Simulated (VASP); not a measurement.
Here is a VASP 6.6.1 calculation.

Contents of INCAR:

```
SYSTEM = Mg
PREC = Accurate
ENCUT = 520
EDIFF = 1E-6
ISMEAR = 0
SIGMA = 0.5
LREAL = .False.
LASPH = .True.
NELM = 80
ALGO = Fast
ISIF = 2
LWAVE = .False.
LCHARG = .True.
GGA = PS
LELF = .True.
LVHAR = .True.
NBANDS = 9
```

File KPOINTS:

```
regular mesh
0
Gamma
  15 15 8
  0 0 0
```

POSCAR

```
Mg
1.0
    3.1874100000      0.0000000000      0.0000000000
   -1.5937000000      2.7603800000      0.0000000000
    0.0000000000      0.0000000000      5.1056200000
Mg
2
Direct
    0.3333300000      0.6666700000      0.2500000000
    0.6666700000      0.3333300000      0.7500000000
```

Potentials or basis: VASP PAW PBE potentials, release 64 (Mg).

Command:

```sh
$ cat potpaw_PBE.64/Mg/POTCAR > POTCAR
$ mpirun -np 1 vasp_std > vasp.out
```

(1) Estimate the band gap on the k mesh.

(2) Estimate the pressure.

## Answers

(1) none (metal or under the smearing width).

(2) 0.2 GPa.

Caveat: the PAW data sets were made with another functional, which shifts forces and pressure a little.
